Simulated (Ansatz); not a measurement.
Input and command of a plane-wave DFT calculation in Ansatz:

```yaml
crystal:
  lattice:
    - [4.607165431, 0.0, 0.0]
    - [-2.3035827155, 3.9899223027, 0.0]
    - [0.0, 0.0, 7.5055058358]
  atoms:
    - { symbol: Mg, position: [0.3333333333, 0.6666666667, 0.0044219831] }
    - { symbol: Mg, position: [0.6666666667, 0.3333333333, 0.5044219831] }
    - { symbol: Te, position: [0.3333333333, 0.6666666667, 0.3805780169] }
    - { symbol: Te, position: [0.6666666667, 0.3333333333, 0.8805780169] }
basis:
  ecutwfc: 420
kpoints:
  mp_grid: { grid: [9, 9, 4] }
hamiltonian:
  xc: pbe
scf:
  occupations: { method: gaussian, width: 0.02 }
output:
  forces: true
  stress: true
  eigenvalues: true
  write_density: true
  write_potential: true
  elf: true
  volumetric_format: npy
relax:
  adjacent_minimum: "off"
  f_tol: 0.005
  max_steps: 80
  cell: { stress_tol: 0.05 }
```

```bash
ansatz run input.yaml --threads 4 --pin off --max-ram 11264MiB --backend cpu --events-out ev --progress --plain --runs-dir out
```

Processor: Intel(R) Xeon(R) 6975P-C (Granite Rapids), 4 threads, on a host shared with other jobs.

**Question.** Estimate time, memory and problem size.

**Answer.** About 5.5 s on 4 threads of Intel(R) Xeon(R) 6975P-C (Granite Rapids), with other jobs on the host, peak memory 0.51 GiB. It solves 32 bands at 36 k points (the mesh reduced by the symmetry that the task leaves, which can be less than the crystal's) with about 2731 plane waves (on the last cell), in 12 SCF iterations over 2 ionic steps.
